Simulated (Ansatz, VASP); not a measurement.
# One calculation of Ge, two programs

```
CELL_PARAMETERS angstrom
4.93094 0.00000 0.00000
-2.46547 4.27032 0.00000
0.00000 0.00000 2.76943
ATOMIC_POSITIONS crystal
Ge 0.00000 0.00000 0.00000
Ge 0.33333 0.66667 0.50000
Ge 0.66667 0.33333 0.50000
```

Change from the starting cell: volume scaled by 1, PAW files.

Alike in both runs: task single point; functional PBE; k mesh 8 × 8 × 10; occupations fermi-dirac, width 0.08 eV; no spin polarisation.

|  | VASP | Ansatz |
| --- | --- | --- |
| version | VASP 6.6.1 | Ansatz 0.2.0 |
| potentials or method | VASP PAW PBE potentials, release 64 (Ge_d) | PAW with Ansatz's default frozen-core files, scalar-relativistic |
| plane-wave cutoff (eV) | 520 | 420 |
| valence electrons in the cell | 42 | 42 |

|  | VASP | Ansatz | Ansatz less VASP |
| --- | --- | --- | --- |
| pressure (GPa) | 0.0 | 0.0 | 0.00 |
